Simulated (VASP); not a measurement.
Input of a VASP 6.6.1 run:

INCAR

```
ALGO     = Fast           # electronic algorithm
EDIFF    = 1E-6           # SCF threshold, eV
ENCUT    = 520            # plane-wave cutoff, eV
GGA      = PE             # functional
ISIF     = 2              # what is computed and relaxed
ISMEAR   = 0              # smearing method
LASPH    = T              # aspherical terms in the spheres
LCHARG   = F              # write CHGCAR
LREAL    = F              # projectors in reciprocal space
LWAVE    = F              # write WAVECAR
NBANDS   = 31             # bands
NELM     = 100            # most SCF steps
PREC     = Accurate       # precision mode
SIGMA    = 0.01           # smearing width, eV
```

Contents of KPOINTS:

```
k-points
0
Gamma
  6 6 4
```

File POSCAR:

```
HfO2
1.0
    3.5804709376      0.0000000000      0.0000000000
    0.0000000000      3.5804709376      0.0000000000
    0.0000000000      0.0000000000      5.1913086883
Hf O
2 4
Direct
    0.5000000000      0.5000000000      0.5000000000
    0.0000000000      0.0000000000      0.0000000000
    0.0000000000      0.5000000000      0.6992917068
    0.5000000000      0.0000000000      0.8007082932
    0.5000000000      0.0000000000      0.3007082932
    0.0000000000      0.5000000000      0.1992917068
```

Potentials or basis: VASP PAW PBE potentials, release 64 (Hf_pv, O).

Command:

```sh
$ cat potpaw_PBE.64/Hf_pv/POTCAR potpaw_PBE.64/O/POTCAR > POTCAR
$ mpirun -np 1 vasp_std > vasp.out
```

Problem. Predict the band gap on the k mesh.

Solution. 4.65 eV, indirect (least direct gap 4.73 eV).

Problem. Estimate the pressure.

Solution. 1.6 GPa.

Stress tensor (GPa, compression positive):
```
1.58 0.00 0.00
0.00 1.58 0.00
0.00 0.00 1.70
```

Caveat: spin-orbit coupling is left out, which moves the levels of the heavy elements. A k mesh can miss the band edges.
